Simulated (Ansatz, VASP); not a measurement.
# One calculation of CdS (Greenockite), two programs

```
Cd S
1.0
     4.17748    0.00000    0.00000
    -2.08874    3.61781    0.00000
     0.00000    0.00000    6.78162
Cd S
2 2
Direct
  0.66667 0.33333 0.50000
  0.33333 0.66667 0.00000
  0.66667 0.33333 0.87500
  0.33333 0.66667 0.37500
```

Change from the starting cell: volume scaled by 1.02.

Alike in both runs: task single point; functional LDA; k mesh 7 × 7 × 4; occupations fermi-dirac, width 0.05 eV; no spin polarisation.

```csv
,VASP,Ansatz
version,VASP 6.6.1,Ansatz 0.2.0
potentials or method,"VASP PAW LDA potentials, release 64 (Cd, S), cutoff 520 eV","all-electron LAPW, scalar-relativistic"
```

```tsv
	VASP	Ansatz	Ansatz less VASP
gap on the k mesh at the Fermi level (eV)	0.89	0.86	-0.028
least direct gap on the mesh (eV)	0.89	0.86	-0.028
pressure (GPa)	-3.7	-4.1	-0.39
largest component of the traceless stress (GPa)	0.36	0.35	-0.014
rms of the force components (eV/Å)	0.034	0.033	-0.0011
```

Atom by atom the forces differ by 0.001 eV/Å (rms over components). Ansatz ran all-electron here, so the differences hold the error of VASP's frozen core and of both bases.
